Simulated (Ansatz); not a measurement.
# Convergence notes, G0W0 on LiH (CsCl type)

LiH (CsCl type), relaxed with r2SCAN; one-shot G0W0 in Ansatz without spin-orbit coupling. All values are calculated for a non-magnetic cell, which may be hypothetical.

Space group Pm-3m (No. 221). a = 2.502 Å, b = 2.502 Å, c = 2.502 Å, α = 90.00°, β = 90.00°, γ = 90.00°

| atom | site | symmetry | x | y | z |
| --- | --- | --- | --- | --- | --- |
| Li | 1a | m-3m | 0.0000 | 0.0000 | 0.0000 |
| H | 1b | m-3m | 0.5000 | 0.5000 | 0.5000 |

Gaps are read over the mesh points alone. G0W0 values are finite-basis, finite-mesh values.

| start | potentials | frequency model | mesh | empty bands | screening cutoff (eV) | Kohn-Sham gap (eV) | G0W0 gap (eV) | rough cost |
| --- | --- | --- | --- | --- | --- | --- | --- | --- |
| PBE | PAW | contour deformation | 6×6×6 | 25 | 80 | 0.69 | 1.90 | 2.5 core-seconds |
| PBE | PAW | contour deformation | 6×6×6 | 58 | 140 | 0.69 | 2.13 | 6 core-seconds |
| PBE | PAW | contour deformation | 6×6×6 | 108 | 210 | 0.69 | 2.23 | 17 core-seconds |
| HSE06 | PAW | contour deformation | 6×6×6 | 58 | 140 | 1.41 | 2.57 | 18 core-seconds |
| LDA | PAW | contour deformation | 6×6×6 | 58 | 140 | 0.35 | 1.98 | 6 core-seconds |
| r2SCAN | PAW | contour deformation | 6×6×6 | 58 | 140 | 1.12 | 2.45 | 8 core-seconds |
| PBE | PAW | Godby-Needs pole | 6×6×6 | 58 | 140 | 0.69 | 2.10 | 6 core-seconds |
| PBE | PAW | contour deformation | 8×8×8 | 25 | 80 | 0.71 | 1.93 | 9 core-seconds |
| PBE | norm-conserving | contour deformation | 6×6×6 | 58 | 140 | 0.69 | 2.12 | 13 core-seconds |

The quasiparticle gap on this mesh is 2.23 eV (R to X), against 0.69 eV from PBE: +1.54 eV. Renormalisation factors Z lie between 0.65 and 0.79.

Raising bands and cutoff together moves the gap by +0.23 eV (80 to 140 eV), then +0.10 eV (140 to 210 eV); the last step is still large, so the basis limit isn't reached. Starting from HSE06 (1.41 eV against PBE's 0.69 eV) gives 2.57 eV, +0.44 eV from G0W0@PBE at the same screening cutoff. Starting from LDA (0.35 eV against PBE's 0.69 eV) gives 1.98 eV, -0.15 eV from G0W0@PBE at the same screening cutoff. Starting from r2SCAN (1.12 eV against PBE's 0.69 eV) gives 2.45 eV, +0.32 eV from G0W0@PBE at the same screening cutoff. The Godby-Needs plasmon pole differs from contour deformation by -0.03 eV. An 8×8×8 mesh in place of 6×6×6 changes the opening over PBE by +0.02 eV (the gap on the mesh by +0.03 eV). Norm-conserving potentials (wave cutoff 1034 eV against 420 eV) shift the quasiparticle gap by -0.01 eV and the PBE gap by 0.00 eV. r2SCAN runs take a wave cutoff of 500 eV.
